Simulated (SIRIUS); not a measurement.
# Fitting the PBE+D3(BJ) energy curve of CuZn

It takes space group Pm-3m (No. 221, cubic). The conventional cell has a = 2.945 Å, b = 2.945 Å, c = 2.945 Å, α = 90.00°, β = 90.00°, γ = 90.00°. Zn (site symmetry m-3m) has 8 Cu at 2.55 Å as nearest neighbours. Cu (site symmetry m-3m) has 8 Zn at 2.55 Å as nearest neighbours.

The cell was scaled at fixed shape and fractions and run with SIRIUS, all-electron FP-LAPW, apw+lo standard; PBE+D3(BJ), k mesh 9 × 9 × 9 on the cell of 2 atoms, fermi-dirac occupations of 0.05 eV, no spin polarisation, no spin-orbit coupling. Energies are those that the program minimises, any entropy of the smearing included. For a metal such a mesh isn't converged to the digits shown.

```csv
V (Å³/atom),energy over the lowest row (meV/atom)
12.0048,3.65
12.2602,0.00
12.5156,0.94
12.7710,5.85
13.0264,?
13.2819,26.08
13.5373,40.54
```

Question: Fit the third-order Birch-Murnaghan form, give V0, B0 and B′, and predict the energy left open.

Answer: With y = (V0/V)^(2/3), E = E0 + (9 V0 B0/16) [(y - 1)³ B′ + (y - 1)² (6 - 4y)]. Least squares through the rows shown give V0 = 12.3328 Å³/atom, E0 = -0.17 meV, B0 = 133.2 GPa (1 eV/Å³ = 160.218 GPa) and B′ = 4.89, with a largest miss of 0.02 meV. At V = 13.0264 the form with these constants gives 14.39 meV; the run gave 14.49 meV an atom.
